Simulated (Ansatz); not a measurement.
## Cs under changes of volume

One of the cells (123.104 Å³/atom); the others are scaled copies at fixed shape and fractional positions:

```
CELL_PARAMETERS angstrom
0.00000 3.94834 3.94834
3.94834 0.00000 3.94834
3.94834 3.94834 0.00000
ATOMIC_POSITIONS crystal
Cs 0.00000 0.00000 0.00000
```

This isn't the form of Cs at room conditions, which is bcc.

- Program: Ansatz 0.2.0
- Functional: PBEsol
- Potentials or basis: Ansatz PAW
- Cutoff: 420 eV (not typed: the program's choice for these potentials)
- k mesh: 6 × 6 × 6
- Occupations: fermi-dirac, width 0.05 eV
- Spin: no spin polarisation

| volume (Å³/atom) | energy over the lowest point (meV/atom) | pressure (GPa) |
| --- | --- | --- |
| 115.718 | 0.00 | -0.1 |
| 118.180 | 1.56 | -0.1 |
| 120.642 | 3.65 | -0.2 |
| 123.104 | 6.22 | -0.2 |
| 125.566 | 9.21 | -0.2 |
| 128.028 | 12.60 | -0.2 |
| 130.490 | ? | ? |

Problem. What does the run at 130.490 Å³/atom give?

Solution. Energy over the lowest point 16.35 meV/atom; pressure -0.3 GPa.

Worked out: A Birch-Murnaghan fit of order 3 (a polynomial in V^(-2/3)) to the other rows has no minimum within the range. It gives 16.34 meV/atom at 130.490 Å³/atom, against the run's 16.35, and -dE/dV = -0.3 GPa, against -0.3.

Energies are extrapolated to zero smearing.

Caveats: the PAW data sets come from PBE, with cores solved anew for the run's functional, which leaves a small shift of forces and pressure.
